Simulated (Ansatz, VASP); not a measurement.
**Ge in VASP and in Ansatz**

```
Ge
1.0
     0.00000    2.88054    2.88054
     2.88054    0.00000    2.88054
     2.88054    2.88054    0.00000
Ge
2
Direct
  0.00000 0.00000 0.00000
  0.25000 0.25000 0.25000
```

Alike in both runs: functional PBE; k mesh 14 × 14 × 14; occupations gaussian, width 0.1 eV; no spin polarisation.

Ansatz relaxed the structure, and its values are those at the end. VASP's run is a single point on that final structure, the one shown.

|  | VASP | Ansatz |
| --- | --- | --- |
| version | VASP 6.6.1 | Ansatz 0.2.0 |
| potentials or method | VASP PAW PBE potentials, release 64 (Ge_d) | scalar-relativistic, plane waves, PAW |
| plane-wave cutoff (eV) | 520 | 420 |
| valence electrons in the cell | 28 | 28 |

```tsv
	VASP	Ansatz	Ansatz less VASP
gap on the k mesh at the Fermi level (eV)	none	none	-
pressure (GPa)	0.0	0.0	+0.05
```

A gap of «none» marks a metal or a gap that the smearing closes.

Caveats: this crystal is a semiconductor, whose small gap the functional closes, so the metal is an error of the method.
